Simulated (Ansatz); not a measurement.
# SnO (P4/nmm): surface slab

Aim: a surface slab, for SnO (P4/nmm), run from a script.

Program: the Python package of Ansatz 0.2.0. Level of theory: DFT PBE, plane waves, PAW. These are calculated values, not measurements.

**1. Starting point**

It takes space group P4/nmm (No. 129, tetragonal). The conventional cell has a = 3.799 Å, b = 3.799 Å, c = 4.841 Å, α = 90.00°, β = 90.00°, γ = 90.00°. Sn (site symmetry 4mm) is surrounded by 4 O at 2.22 Å. O (site symmetry -4m2) has 4 Sn at 2.22 Å in its first shell of neighbours.

The script reads POSCAR:

```text
SnO
1.0
   3.79860000    0.00000000    0.00000000
   0.00000000    3.79860000    0.00000000
   0.00000000    0.00000000    4.84080000
Sn O
2 2
Direct
   0.50000000    0.00000000    0.23690000
   0.00000000    0.50000000    0.76310000
   0.00000000    0.00000000    0.00000000
   0.50000000    0.50000000    0.00000000
```

**2. The code**

sno.py reads:

```python
import ansatz as az
from ase.build import surface
from ase.io import read
import numpy as np

XC = 'pbe'
SIGMA = 0.1
N_EMPTY = 2

atoms = read('POSCAR', format='vasp')
slab = surface(atoms, (0, 1, 0), 2, vacuum=6.0)
slab.pbc = True

print(slab.get_chemical_formula(), 'area {:.3f} A^2, cell height {:.2f} A'.format(np.linalg.norm(np.cross(slab.cell[0], slab.cell[1])), slab.cell[2, 2]))


def common(structure):
    return (
        az.Crystal.from_ase(structure).calculation()
        .functional(XC)
        .basis(18 * az.Ha, xc_grid=1)
        .accuracy('medium')
        .occupations(az.OccupationsMethod.METHFESSEL_PAXTON, width=SIGMA)
        .mixing('msr1')
        .scf(extra_bands=N_EMPTY, algorithm='direct_min', self_checks='high')
    )


calc = (
    common(slab)
    .kpoints(4, 4, 1)
    .electric_field(axis=3, dipole_correction=True)
    .relax(force_tolerance=0.03, max_steps=30)
)
result = calc.run()
r = result.report

print(f'slab free energy {r["free_energy_ev"]:.4f} eV, Fermi level {r["fermi_energy_ev"]:.3f} eV')
for key, value in r['work_function'].items():
    if isinstance(value, float):
        print(f'{key:34s} {value:12.5f}')

print('atom   z before  z after (A)')
for atom, site in zip(slab, result.lattice.sites):
    print(f'{atom.symbol:3s} {atom.z:9.3f} {site.position_ang[2]:9.3f}')
```

**3. The input behind the calls**

The package turns the script's settings into the engine's input:

```yaml
crystal:
  lattice:
    - [4.8408, 0.0, 0.0]
    - [0.0, 3.7986, 0.0]
    - [0.0, 0.0, 17.697899999999997]
  atoms:
    - { symbol: Sn, position: [0.2369, 0.5, 0.33902327394775655] }
    - { symbol: Sn, position: [0.7631, 0.0, 0.44634109131591887] }
    - { symbol: O, position: [0.0, 0.0, 0.33902327394775655] }
    - { symbol: O, position: [0.0, 0.5, 0.44634109131591887] }
    - { symbol: Sn, position: [0.2369, 0.5, 0.5536589086840812] }
    - { symbol: Sn, position: [0.7631, 0.0, 0.6609767260522434] }
    - { symbol: O, position: [0.0, 0.0, 0.5536589086840812] }
    - { symbol: O, position: [0.0, 0.5, 0.6609767260522434] }
accuracy: medium
basis:
  ecutwfc: 489.804952427784
  xc_grid: 1
kpoints:
  mp_grid:
    grid: [4, 4, 1]
hamiltonian:
  xc: pbe
efield:
  axis: 3
  dipole_correction: true
scf:
  algorithm: direct_min
  n_extra_bands: 2
  self_checks: high
  mixing:
    algorithm: msr1
  occupations:
    method: methfessel_paxton
    width: 0.1
relax:
  f_tol: 0.03
  max_steps: 30
```

**4. The run**

Launch:

```bash
$ python sno.py
```

Without the output at hand: what should come out? Wanted: free energy; moves of the relaxation; energy gained; last largest force component; vacuum level less Fermi level, upper / lower face.

**Answer**, as computed:

| quantity | value |
| --- | --- |
| free energy | -26366.0160 eV (-3295.7520 eV/atom) |
| moves of the relaxation | 4 |
| energy gained | 18.8 meV/atom |
| last largest force component | 0.0097 eV/Å |
| vacuum level less Fermi level, upper / lower face | 4.04 / 4.04 eV |

After 4 moves the largest shift is 0.167 Å. Both faces give the same value. The slab has a gap of 1.20 eV on its mesh, so the Fermi level is set by the occupations and this is no metal's work function. What to keep in mind:
- The density doesn't vanish in the vacuum (a short gap or a low cutoff), which blurs the vacuum level.
- An absolute Fermi energy rests on an arbitrary zero of the periodic potential and has no direct meaning.
- In a crystal with a gap the Fermi level's place inside it depends on smearing and mesh.
- The slab is thin and cut from the structure as given; a cut can leave two unlike or polar faces, and the surface energy is then their mean. Miller indices refer to the vectors of the cell as typed, and the lattice isn't relaxed for this functional, so relaxation and surface energy can hold strain.

Spin-orbit coupling is left out, though the cell holds Sn; it can move the gap.
